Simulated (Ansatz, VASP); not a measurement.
**One calculation of TiAl, two programs**

```
Ti Al
1.0
     2.82164    0.00000    0.00000
     0.00000    2.82164    0.00000
     0.00000    0.00000    4.07827
Ti Al
1 1
Direct
  0.50000 0.50000 0.50000
  0.00000 0.00000 0.00000
```

Alike in both runs: functional PBE; k mesh 14 × 14 × 10; occupations gaussian, width 0.1 eV; no spin polarisation.

Ansatz relaxed the structure, and its values are those at the end. VASP's run is a single point on that final structure, the one shown.

```csv
,VASP,Ansatz
version,VASP 6.6.1,Ansatz 0.2.0
potentials or method,"VASP PAW PBE potentials, release 64 (Ti_sv, Al)","scalar-relativistic, plane waves, PAW"
plane-wave cutoff (eV),520,420
valence electrons in the cell,15,15
```

VASP gave:

| Property | Result |
| --- | --- |
| gap on the k mesh at the Fermi level (eV) | none |
| pressure (GPa) | -0.1 |

Problem. What did Ansatz give for the same quantities?

Solution. gap on the k mesh at the Fermi level (eV): none; pressure (GPa): 0.0.

A gap of «none» marks a metal or a gap that the smearing closes. The functional is the same, so the differences come from potentials, cutoffs and numerics.
